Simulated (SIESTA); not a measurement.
Ga under changes of volume

One of the cells (19.987 Å³/atom); the others are scaled copies at fixed shape and fractional positions:

```xyz
4
Lattice="2.2765 -3.8559 0.0000 2.2765 3.8559 0.0000 0.0000 0.0000 4.5540" Properties=species:S:1:pos:R:3 pbc="T T T"
Ga    2.2765    1.1945    1.9081
Ga    2.2765    2.6613    4.1851
Ga    2.2765   -1.1945    2.6459
Ga    2.2765   -2.6613    0.3689
```

```yaml
Program: SIESTA 5.4.2
Functional: PBE
Potentials_or_basis: PseudoDojo 0.4 standard (PBE files)
Basis: DZP (energy shift 0.003 Ry; two zetas on semicore shells)
Grid_cutoff: 800 Ry
Energy_shift: 0.003 Ry
k_mesh: 7 × 7 × 6
Occupations: fermi-dirac, width 0.05 eV
Spin: no spin polarisation
```

```tsv
volume (Å³/atom)	energy over the lowest point (meV/atom)	pressure (GPa)	largest force (eV/Å)
18.419	?	?	?
18.811	16.51	4.3	0.095
19.203	7.71	2.9	0.097
19.987	0.00	0.4	0.083
20.379	0.37	-0.6	0.088
20.771	2.84	-1.4	0.085
```

Q: What does the run at 18.419 Å³/atom give?

A: Energy over the lowest point 29.01 meV/atom; pressure 6.0 GPa; largest force 0.085 eV/Å.

Worked out: A Birch-Murnaghan fit of order 3 (a polynomial in V^(-2/3)) to the other rows has its minimum at 20.13 Å³/atom with B0 = V·E''(V) = 52 GPa and B' = 6.7 at fixed shape and positions, which overstates the stiffness. It gives 29.38 meV/atom at 18.419 Å³/atom, against the run's 29.01, and -dE/dV = 6.2 GPa, against 6.0.

Energies are extrapolated to zero smearing.

Caveats: the basis of atomic orbitals isn't converged, which shifts pressures, moduli and gaps.
